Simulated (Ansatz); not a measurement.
Input and command of a plane-wave DFT calculation in Ansatz:

```yaml
crystal:
  lattice:
    - [4.3095435032, 0.0, 0.0]
    - [-2.1547717516, 3.7321741525, 0.0]
    - [0.0, 0.0, 6.9110690002]
  atoms:
    - { symbol: Ba, position: [0.3333333333, 0.6666666667, 0.25] }
    - { symbol: Ba, position: [0.6666666667, 0.3333333333, 0.75] }
basis:
  ecutwfc: 420
kpoints:
  mp_grid: { grid: [6, 6, 4] }
hamiltonian:
  xc: pbe
scf:
  occupations: { method: gaussian, width: 0.1 }
output:
  forces: true
  stress: true
  eigenvalues: true
```

```bash
ansatz run input.yaml --threads 1 --pin off --max-ram 2560MiB --backend cpu --events-out ev --progress --plain --runs-dir out
```

Processor: Intel(R) Xeon(R) 6975P-C (Granite Rapids), 1 thread, on a host shared with other jobs.

Estimate time, memory and problem size.

About 1 s on 1 thread of Intel(R) Xeon(R) 6975P-C (Granite Rapids), with other jobs on the host, peak memory 0.4 GiB. It solves 14 bands at 21 k points (the mesh reduced by the symmetry that the task leaves, which can be less than the crystal's) with about 2177 plane waves, in 6 SCF iterations.
